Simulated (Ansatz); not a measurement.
## A series in volume per atom on Cd

Periodic Kohn-Sham DFT of a crystal at fixed atoms; pressure and stress are positive in compression; the energy is the free energy less that of spherical unpolarised free atoms; site moments are those in the method's own spheres, positive along +z. The results are calculated, by Ansatz 0.2.0.

Cell of the first row (space group P6_3/mmc, No. 194):
```
cell vectors (Å)
   2.9186     0.0000     0.0000
  -1.4593     2.5276     0.0000
   0.0000     0.0000     5.5039
atoms (fractions of the cell vectors)
Cd  0.33333  0.66667  0.25000
Cd  0.66667  0.33333  0.75000
```

Settings of every row: method all-electron LAPW; functional PBE; relativity scalar; k mesh 16x16x7; filling fermi-dirac; smearing width 0.05 eV; basis error target 1 meV/atom; nucleus gaussian.

Atom start moment: 0 on all atoms.

| row | volume per atom (Å³) | energy less free atoms (eV/atom) | pressure (GPa) |
| --- | --- | --- | --- |
| 1 | 20.301 | -0.6964 | 7.398 |
| 2 | 20.938 | ? | ? |
| 3 | 21.585 | -0.7365 | 2.883 |
| 4 | 22.233 | -0.7446 | 1.193 |
| 5 | 22.88 | -0.7465 | -0.177 |

Question: what energy less free atoms and pressure should row 2 give?

Worked fit of energy less free atoms. Take u = (V_r/V)^(2/3) − 1 with V_r = 21.909 Å³ an atom, which is twice the finite (Eulerian) strain; such expansions in the strain, on which the Birch-Murnaghan equation of state is built, carry the rest volume and the bulk modulus. The shown rows have u = 0.05213, 0.00998, -0.00974, -0.0285. Least squares give energy less free atoms = −0.74145 + 0.4189 × u + 8.535 × u² eV/atom; a straight line predicts inner rows, each left out in turn, worse (root mean square 0.0085 against 0.00024 eV/atom). The rows lie off it by 0.0000, -0.0001, 0.0001, 0.0000. Its lowest point lies at u = -0.0245, or V = 22.74 Å³ an atom, and the curvature there gives the bulk modulus at fixed shape and fractions, B = (4/9)(1 + u)² E″(u)/V = 50.9 GPa. Letting shape and atoms relax would as a rule lower it, by much in layered, chain or molecular crystals. The withheld row has u = 0.03068, so the fit gives −0.74145 + 0.4189 × (0.03068) + 8.535 × (0.03068)² = -0.7206 eV/atom.

The calculation gave -0.7208 eV/atom. The fit lies 0.0002 eV/atom (0.4 % of the column's range) above it; its largest miss of a shown row is 0.0001 eV/atom.

Worked fit of pressure. Take u = (V_r/V)^(2/3) − 1 with V_r = 21.909 Å³ an atom, which is twice the finite (Eulerian) strain; such expansions in the strain, on which the Birch-Murnaghan equation of state is built, carry the rest volume and the bulk modulus. The shown rows have u = 0.05213, 0.00998, -0.00974, -0.0285. Least squares give pressure = 1.9941 + 85.866 × u + 341.26 × u² GPa; a straight line predicts inner rows, each left out in turn, worse (root mean square 0.34 against 0.0058 GPa). The rows lie off it by 0.000, -0.002, 0.003, -0.001. The pressure vanishes at u = -0.0259, or V = 22.79 Å³ an atom, and there the bulk modulus at fixed shape and fractions is B = −V dP/dV = (2/3)(1 + u) dP/du = 44.3 GPa. Letting shape and atoms relax would as a rule lower it, by much in layered, chain or molecular crystals. The withheld row has u = 0.03068, so the fit gives 1.9941 + 85.866 × (0.03068) + 341.26 × (0.03068)² = 4.950 GPa.

The calculation gave 4.944 GPa. The fit lies 0.006 GPa (0.079 % of the column's range) above it; its largest miss of a shown row is 0.003 GPa.
